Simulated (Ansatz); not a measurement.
# Zn: the cost of one run

Computed with Ansatz 0.2.0 (DFT PBE, scalar-relativistic, plane waves, PAW, unless a step's input says otherwise).

### 1 The system as given

The structure is trigonal, space group P3_121 (No. 152). Conventional cell: a = 3.615 Å, b = 3.615 Å, c = 4.101 Å, α = 90.00°, β = 90.00°, γ = 120.00°. Zn (site symmetry 2) has 2 Zn at 1.96 Å as nearest neighbours.

As a file:

```cif
data_structure
_symmetry_space_group_name_H-M 'P 1'
_symmetry_Int_Tables_number 1
_cell_length_a 3.6151
_cell_length_b 3.6151
_cell_length_c 4.1015
_cell_angle_alpha 90.000
_cell_angle_beta 90.000
_cell_angle_gamma 120.000
_cell_volume 46.42
loop_
_atom_site_label
_atom_site_type_symbol
_atom_site_fract_x
_atom_site_fract_y
_atom_site_fract_z
_atom_site_occupancy
Zn1 Zn 0.22540 0.00000 0.33333 1
Zn2 Zn 0.00000 0.22540 0.66667 1
Zn3 Zn 0.77460 0.77460 0.00000 1
```

(A quick probe on a coarse mesh, which set the mesh and smearing, is not shown.)

### 3 Rough relaxation on the coarse mesh

input.yaml reads:

```yaml
crystal:
  lattice:
    - [3.6151095483, 0.0, 0.0]
    - [-1.8075547742, 3.1307767064, 0.0]
    - [0.0, 0.0, 4.1014627979]
  atoms:
    - { symbol: Zn, position: [0.2254, 0.0, 0.3333333333] }
    - { symbol: Zn, position: [0.0, 0.2254, 0.6666666667] }
    - { symbol: Zn, position: [0.7746, 0.7746, 0.0] }
basis:
  ecutwfc: 420
kpoints:
  mp_grid: { grid: [6, 6, 4] }
hamiltonian:
  xc: pbe
scf:
  occupations: { method: gaussian, width: 0.1 }
  lower_state_search: "off"
output:
  forces: true
  stress: true
  eigenvalues: true
relax:
  adjacent_minimum: "off"
  f_tol: 0.04
  max_steps: 70
  cell: { stress_tol: 0.4 }
```

Q: Estimate wall time and peak memory on 1 thread of an x86-64 CPU, shared host.

About 15 s, with a peak of 0.4 GiB.
